A band gap decides which light a semiconductor absorbs or emits and how easily heat frees carriers in it. The table sets gaps calculated with the r2SCAN functional beside measured ones for ten crystals, from Ge to cubic GaN. The column "computed less measured" is called the miss below; a negative miss means that the calculated gap is too small.

Band gaps of ten crystals, computed with ABINIT 10.8.3 by Kohn-Sham DFT with the r2SCAN functional, at fixed geometry, without spin polarization or spin-orbit coupling. The computed gap is the lowest empty level less the highest filled one on the k-mesh, whether direct or indirect. Fermi-Dirac smearing is 0.05 eV.

```csv
formula,space group,volume of the given cell (Å³/atom),potentials or basis,wave cutoff (eV),k-mesh,computed band gap (eV),measured band gap (eV),range of the values found (eV),"what was measured, and how",source,computed less measured (eV)
Ge,Fd-3m,22.64,JTH PAW PBE v2.0,653.1,6x6x6,0.398,0.744,0.66 to 0.89,"fundamental band gap, quoted from earlier experiments; not stated; bulk crystal",arXiv:cond-mat/0311008 (2003),-0.35
GaAs,F-43m,22.59,JTH PAW PBE v2.0,544.2,6x6x6,1.005,1.42,1.412 to 1.52,band-edge photoluminescence emission energy of the GaAs substrate; time-integrated photoluminescence; bulk crystal,arXiv:1409.8467 (2014),-0.42
InP,F-43m,25.17,JTH PAW PBE v2.0,653.1,10x10x10,1.132,1.42,one value,experimental band gap used for comparison with the calculated gap; not stated; bulk crystal,arXiv:cond-mat/0006134 (2000),-0.29
CdTe,F-43m,32.92,JTH PAW PBE v2.0,544.2,6x6x6,1.376,1.57,1.57 to 1.592,direct allowed optical gap from Tauc plot; UV-vis transmission; film,pmc:6213385 (2018),-0.19
CdSe,F-43m,28.94,HGH LDA,653.1,8x8x8,1.370,1.69,one value,direct gap from (alpha E)^2 extrapolation; spectroscopic ellipsometry; film,arXiv:1007.2297 (2010),-0.32
BAs,F-43m,13.63,JTH PAW PBE v2.0,489.8,13x13x13,1.364,1.835,1.82 to 4.12,indirect optical gap from background-subtracted Tauc plot; UV-Vis transmission; bulk crystal,arXiv:2307.05371 (2023),-0.47
GaP,F-43m,20.24,JTH PAW PBE v2.0,653.1,10x10x10,1.880,2.25,2.24 to 2.34,"optical gap from Tauc plot (fundamental, indirect); spectroscopic ellipsometry; film",arXiv:2002.02774 (2020),-0.37
SiC,F-43m,10.35,JTH PAW PBE v2.0,653.1,8x8x8,1.690,2.39,2.39 to 2.4,band gap at cryogenic temperature; not stated; bulk crystal,arXiv:2009.14696 (2020),-0.70
CdS,F-43m,24.81,JTH PAW PBE v2.0,653.1,10x10x10,1.563,2.42,one value,"optical gap from inflexion point of photoacoustic spectrum, as-grown film; photoacoustic spectroscopy; film",arXiv:cond-mat/9501125 (1995),-0.86
GaN,F-43m,11.44,JTH PAW PBE v2.0,816.3,8x8x8,2.117,3.23,one value,"absorption onset (direct gap at Gamma) of unexcited film, from imaginary part of dielectric function; spectroscopic ellipsometry; film",arXiv:2206.02223 (2022),-1.11
```

**(a) Does the calculation err in one direction, and why should it?**

*Solution.* All ten gaps come out too small, by 0.51 eV on average. A common sign in crystals this different points to a common cause, and theory supplies one. The measured fundamental gap is the cost of taking an electron out of the crystal less the energy gained by adding one elsewhere. The calculation gives instead the distance between the highest filled and the lowest empty orbital energy of one and the same neutral crystal:

$$E_\text{gap} = (\varepsilon_\text{empty}-\varepsilon_\text{filled}) + \Delta_\text{xc}.$$

The term $\Delta_\text{xc}$ is the jump of the exchange-correlation potential when an electron is added across the gap. A functional built from the local density, its gradient and the local kinetic-energy density captures only a small part of that jump.

A benzene molecule shows the same fault in larger form. Its ionization energy less its electron affinity is roughly 10 eV, while a functional of this kind puts its orbital gap near 5 eV (both rough, recalled values). In a crystal the surrounding electrons shift to screen an added charge, and in semiconductors like those of the table the missing part shrinks to around an eV or less. The comparison ends there: an isolated benzene molecule does not even bind an added electron, whereas a crystal takes it into a band that spreads through the whole solid. What carries over is that weaker screening leaves a larger part missing.

**(b) The gaps are too small, but are the crystals at least in the right order?**

*Solution.* Only roughly. Ge is lowest and GaN highest in both columns, but GaP moves up, because SiC and CdS lose far more of their gaps than it does. By measurement the gap of GaP is 0.14 eV smaller than that of SiC; in the calculation it is 0.19 eV larger. GaP also overtakes CdS, and GaN keeps its first place only because its true gap is so wide.

A second loss is less visible. CdTe and BAs differ by $1.835-1.57\approx0.27$ eV in the measured column, yet their computed gaps agree to about 0.01 eV. Which of the two is computed as larger has no meaning; part (e) returns to the cause of the lost difference. An order can be trusted only where the gaps differ by more than the misses do.

**(c) Could one correction, the same for every crystal, repair the column?**

*Solution.* The simplest repair adds the average shortfall of 0.51 eV to every gap. GaN then remains 0.61 eV too low, while CdTe ends 0.31 eV too high. A common factor serves GaN better, but it fails elsewhere, since the calculation recovers about 65% of the measured gap in CdS and 88% in CdTe. The factor that mends CdS would lift CdTe to 2.13 eV, far above its measured 1.57 eV.

The miss is not a simple function of gap width either. The three widest measured gaps, those of SiC, CdS and GaN, do have the three largest misses. But GaP and SiC lie close together in measured gap, and the miss of SiC is nearly twice that of GaP. A usable correction must therefore know something about the chemistry of the crystal.

For a light emitter the matter is practical. The wavelength in nanometres is 1240 divided by the gap in eV, so the computed gap of GaN corresponds to 586 nm, which is yellow-orange. The measured gap corresponds to 384 nm, in the near ultraviolet. The uncorrected number would put the material in the wrong class of device.

**(d) The miss of Ge is only −0.35 eV. Is Ge a success?**

*Solution.* No, because two different transitions are being compared. In real Ge the lowest empty state lies at the point L of the Brillouin zone, away from the top of the filled states at its centre Γ. The gap is indirect, and an electron needs help from a lattice vibration to cross it by emitting light. In the calculation the lowest empty state lies at Γ itself, so the computed gap is direct. The k-mesh contains L, so the change is not caused by a missing point.

Like must be compared with like. The measured direct gap of Ge is roughly 0.9 eV (recalled), and against it the computed value is about 0.5 eV too low. That is an ordinary miss for this table. The real Γ and L states are separated by little more than a tenth of an eV, so an error only slightly larger at Γ than at L is enough to exchange them.

The consequence is larger than the number suggests. A direct gap is what makes GaAs and InP good emitters, and a reader of the computed bands alone would put Ge in their company. BAs, GaP and SiC, by contrast, come out indirect, as they are in nature. The kind of gap thus needs its own check, above all when two empty states lie close together.

**(e) CdTe has the smallest miss of all, −0.19 eV. Does the functional describe it best?**

*Solution.* The calculation leaves out spin-orbit coupling, which is strong in a heavy atom such as Te. The top of the filled bands consists mainly of p orbitals of the anion. Without the coupling it holds six states of equal energy, counting spin. The coupling splits them into four that rise by $a$ and two that fall by $b$, while their average stays in place:

$$4a = 2b,\qquad a+b=\Delta_\text{so}\quad\Rightarrow\quad a=\Delta_\text{so}/3.$$

The lowest empty state of CdTe is s-like and hardly moves. The gap therefore shrinks by one third of the splitting $\Delta_\text{so}$. With a rough recalled splitting of 0.92 eV this gives

$$1.38-0.92/3\approx1.07\ \text{eV},$$

which is 0.50 eV below the measured gap. CdTe now looks much like GaAs, whose miss becomes −0.53 eV by the same estimate, and InP takes over as the row with the smallest miss. The estimate also brings back most of the difference between CdTe and BAs that was lost in part (b), because it lowers the gap of BAs far less.

The estimate has no adjustable constant, but it rests on a recalled splitting and on the assumption that the coupling simply adds to the rest. It has not been checked by a calculation with the coupling switched on. A second flaw of the run works in the same direction: the cubic cell used for CdTe has an edge of 6.41 Å, about one percent shorter than in the real crystal. Squeezing such a compound usually widens its direct gap, here perhaps by a tenth of an eV. The good agreement of CdTe is thus largely a cancellation, and switching on the missing physics would make the number look worse.

**(f) What happens to the miss when only the anion is changed?**

*Solution.* Take Ga first. The miss is −0.42 eV with As, −0.37 eV with P and −1.11 eV with N. GaP has an indirect gap, but its computed direct gap is also only about 0.4 eV below the rough measured one, so the type of transition does not explain the contrast. It is nitrogen that stands apart; there is no steady slope along the group.

Cadmium shows a similar contrast between S and Te. As listed, the miss of CdS is larger than that of CdTe by 0.66 eV. The spin-orbit estimate of part (e) removes part of this difference and leaves 0.38 eV, some of which may come from the compressed CdTe cell. CdSe can't be placed between them, because its potential treats the 4d electrons of Cd as part of a frozen core, while those of CdS and CdTe let them take part in the bands.

Screening offers a reason for the pattern. Nitrogen holds its electrons tightly, and so, to a lesser degree, do carbon and sulfur. Their compounds have filled states that lie deep below the empty ones and are hard to polarize. An added charge is then poorly screened, and by the argument of part (a) more of the gap is missing. The table agrees with this for GaN, CdS and SiC. It does not for Ge, which is known to screen best of the ten and still has a direct gap about 0.5 eV too low. Screening can thus be only part of the answer, and since the table holds no measure of it, the link is argued and not tested.

The d electrons of the metal are a second suspect. They lie below the p states of the anion and push them upwards, which narrows the gap. The functional places them too high, hence too close to the p states, and the push becomes too strong. In InP they lie 14.5 to 14.7 eV below the top of the filled bands, against roughly 17 eV in experiment (recalled).

This effect is real, but it can't explain the pattern alone. SiC has no d electrons at all and still misses by 0.70 eV. InP has clearly misplaced d states and one of the smallest misses, though its d states lie so far below the p states that their push is expected to be weak. In GaN and CdS the d states may well add to the error; how much can't be read from these numbers. For a related compound the working guess is a larger miss with a light, tightly binding anion, and a deceptively small one with a heavy anion when spin-orbit coupling is left out.

**(g) The computed gaps are printed to a thousandth of an eV. Which digits deserve trust?**

*Solution.* For a comparison with nature, not even the first decimal is safe in a single computed gap. The later digits describe the particular run: its potentials, its cell and its mesh. The potentials were made for other functionals than r2SCAN, with an effect that is not known here. For CdSe the program itself also warns that its treatment of the core is not yet ready for routine use.

The measured side has its own width. For GaAs the values found run from 1.412 to 1.52 eV, a spread that the difference between a warm and a cold crystal can account for. For BAs the range reaches 4.12 eV, which is probably a direct transition and not a poor measurement of the indirect gap; the computed direct gap is $1.364+2.063\approx3.43$ eV. A range in the table must therefore be read together with what was measured.

Real atoms also vibrate, even in the cold, and this usually narrows the gap. The calculation holds them still, so its shortfall against a motionless crystal would in most cases be larger than the one listed. Most of the measured values are optical gaps, which the attraction between the excited electron and the hole it leaves behind can lower a little further. The ten rows are also a selection, with poor matches to measured values left out, so their average miss need not hold for semiconductors at large. With all this in mind, the difference between the misses of GaP and GaAs, 0.05 eV, has no chemical meaning. The distance between GaN and either of them, about 0.7 eV, is far beyond such uncertainties and does call for an explanation.
